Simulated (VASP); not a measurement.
CsSnI3 in VASP 6.6.1, single-point calculation

INCAR

```
LASPH = .TRUE.
ADDGRID = .TRUE.
EDIFF = 1E-7
SIGMA = 0.02
ENCUT = 520
IBRION = -1
GGA = PE
LWAVE = .FALSE.
ISMEAR = -1
LREAL = .FALSE.
NELM = 120
LCHARG = .FALSE.
PREC = Single
NSW = 0
NBANDS = 30
ISIF = 2
```

KPOINTS

```
KPOINTS created by Atomic Simulation Environment
0
Gamma
4 4 4
0 0 0
```

POSCAR

```
Cs Sn I
 1.0000000000000000
     5.9918310765999996    0.0000000000000000    0.0000000000000000
     0.0000000000000000    5.9918310765999996    0.0000000000000000
     0.0000000000000000    0.0000000000000000    5.9918310765999996
 Cs  Sn  I
   1   1   3
Cartesian
  0.0000000000000000  0.0000000000000000  0.0000000000000000
  2.9959155382999998  2.9959155382999998  2.9959155382999998
  2.9959155382999998  2.9959155382999998  0.0000000000000000
  2.9959155382999998  0.0000000000000000  2.9959155382999998
  0.0000000000000000  2.9959155382999998  2.9959155382999998
```

The recommended PBE PAW datasets give the neutral cell 44 valence electrons.

Command

```
mpirun -np 1 vasp_std
```

Question: Predict the outcome of this run.

Answer: It converged. Results: gap between bands v and c on the k mesh 0.00 eV; least direct gap on the k mesh 0.00 eV; pressure 3.2 GPa. Band v is the last that the valence electrons fill when counted band by band, and c is the next.

OSZICAR

```
N       E                     dE             d eps       ncg     rms          rms(c)
DAV:   1     0.357924169569E+03    0.35792E+03   -0.18293E+04   600   0.136E+03
DAV:   2     0.341089406212E+02   -0.32382E+03   -0.30865E+03   684   0.299E+02
DAV:   3    -0.117034285422E+02   -0.45812E+02   -0.45112E+02   722   0.118E+02
DAV:   4    -0.137724320724E+02   -0.20690E+01   -0.20624E+01   744   0.287E+01
DAV:   5    -0.138309893863E+02   -0.58557E-01   -0.58547E-01   908   0.475E+00    0.542E+00
DAV:   6    -0.136686237662E+02    0.16237E+00   -0.26343E-01   800   0.277E+00    0.353E+00
DAV:   7    -0.136597730988E+02    0.88507E-02   -0.25221E-01   802   0.206E+00    0.866E-01
DAV:   8    -0.136598490645E+02   -0.75966E-04   -0.39666E-02   726   0.128E+00    0.329E-01
DAV:   9    -0.136600796038E+02   -0.23054E-03   -0.22494E-03   754   0.375E-01    0.863E-02
DAV:  10    -0.136602596120E+02   -0.18001E-03   -0.33425E-04   744   0.947E-02    0.314E-02
DAV:  11    -0.136603156732E+02   -0.56061E-04   -0.22643E-04   756   0.106E-01    0.407E-02
DAV:  12    -0.136603114519E+02    0.42213E-05   -0.19473E-05   740   0.231E-02    0.280E-02
DAV:  13    -0.136603097842E+02    0.16677E-05   -0.23296E-06   778   0.908E-03    0.138E-02
DAV:  14    -0.136603085842E+02    0.12000E-05   -0.32742E-06   814   0.134E-02    0.142E-03
DAV:  15    -0.136603086937E+02   -0.10942E-06   -0.36746E-07   692   0.266E-03    0.222E-03
DAV:  16    -0.136603088989E+02   -0.20524E-06   -0.43488E-08   426   0.176E-03    0.159E-03
DAV:  17    -0.136603088696E+02    0.29349E-07   -0.12832E-08   414   0.125E-03
   1 F= -.13660309E+02 E0= -.13659712E+02  d E =-.119358E-02
```

Standard output (part)

```
POSCAR found type information on POSCAR CsSnI
 POSCAR found :  3 types and       5 ions
 LDA part: xc-table for (Slater+PW92), standard interpolation
 POSCAR, INCAR and KPOINTS ok, starting setup
 WAVECAR not read
 entering main loop
```

For comparison, a separate PBE run of the intended cell, on usual settings and not on those above, gives a gap of 0.00 eV on its mesh and a pressure of 3.2 GPa.
